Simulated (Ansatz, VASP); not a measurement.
**Y: VASP beside Ansatz**

```
Y
1.0
     0.00000    2.48500    2.57819
     2.48500    0.00000    2.57819
     2.48500    2.48500    0.00000
Y
1
Direct
  0.00000 0.00000 0.00000
```

Change from the starting cell: strain +0.0375 x Voigt [0, 0, 1, 0, 0, 0], atoms carried along.

Alike in both runs: task single point; functional LDA; k mesh 16 × 16 × 16; occupations gaussian, width 0.15 eV; no spin polarisation.

|  | VASP | Ansatz |
| --- | --- | --- |
| version | VASP 6.6.1 | Ansatz 0.2.0 |
| potentials or method | VASP PAW LDA potentials, release 64 (Y_sv) | scalar-relativistic, plane waves, PAW |
| plane-wave cutoff (eV) | 520 | 420 |
| valence electrons in the cell | 11 | 11 |

```csv
,VASP,Ansatz,Ansatz less VASP
gap on the k mesh at the Fermi level (eV),none,none,-
pressure (GPa),-3.3,-3.1,+0.17
largest component of the traceless stress (GPa),0.78,0.78,-0.005
```

A gap of «none» marks a metal or a gap that the smearing closes.
